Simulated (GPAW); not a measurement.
Runs of GPAW 26.7.0 on KCl (Sylvite). The structure is cubic, space group Fm-3m (No. 225). Conventional cell: a = 6.293 Å, b = 6.293 Å, c = 6.293 Å, α = 90.00°, β = 90.00°, γ = 90.00°. K (site symmetry m-3m) is surrounded by 6 Cl at 3.15 Å. Around Cl (site symmetry m-3m) lie 6 K at 3.15 Å. 

| level | gap on the mesh (eV) | pressure (GPa) | relaxed volume (Å³/atom) |
| --- | --- | --- | --- |
| PBEsol+D3 | 5.12 | 0.0 | 30.25 |
| PBEsol+D4 | 5.19 | 0.1 | (b) |
| PBEsol+D3(BJ)+ATM | (a) | 0.0 | 28.86 |
| PBEsol+D3(BJ) | 5.30 | 0.0 | 28.71 |
| PBEsol | 5.12 | 0.0 | 30.26 |

Alike in all rows: task relaxation of cell and atoms; potentials or basis PAW data sets generated in the run's folder for this functional, pw; no spin polarisation; cell relaxed; k mesh 7 × 7 × 7; cutoff (eV) 600; smearing fermi-dirac 0.05 eV.

**Question.** Fill in the values left out.

**Answer.** (a) 5.28; (b) 29.61.

Caveats: later steps reuse the first step's grids; an odd mesh through Γ misses points on the zone boundary, where band edges often lie (some runs).
